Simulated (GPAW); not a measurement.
## Ti: single point with LDA

Crystal: Ti.

```
Ti
1.0
    -1.64100    1.64100    1.64100
     1.64100   -1.64100    1.64100
     1.64100    1.64100   -1.64100
Ti
1
Cartesian
  0.0000 0.0000 0.0000
```

This isn't the form of Ti at room conditions, which is hcp.

* Program: GPAW 26.7.0
* Task: single point
* Functional: LDA
* Potentials or basis: the program's PAW data sets (release 1.2.1) made for this functional
* Cutoff: 450 eV
* Basis: pw
* k mesh: 9 × 9 × 9
* Occupations: fermi-dirac, width 0.05 eV
* Spin: no spin polarisation
* Maxiter: 120
* Convergence: default

```json
{
 "Pressure": "-11.1 GPa",
 "Band gap on the k mesh": "none (metal or under the smearing width)"
}
```

Levels at points of the mesh, in eV from the Fermi level:
| k point | band 3 | band 4 | band 5 | band 6 | band 7 | band 8 | band 9 | band 10 |
| --- | --- | --- | --- | --- | --- | --- | --- | --- |
| (0.00, 0.00, 0.00) | -32.15 | -32.15 | -5.85 | 0.93 | 0.93 | 0.93 | 2.66 | 2.66 |

It took 5.6 s on 1 thread of AMD EPYC 7R43 64-Core Processor (Zen 3), with other jobs on the host, peak memory 0.12 GiB.

Caveat: the cutoff is short for stress and forces, so pressures can be off by a GPa or more.
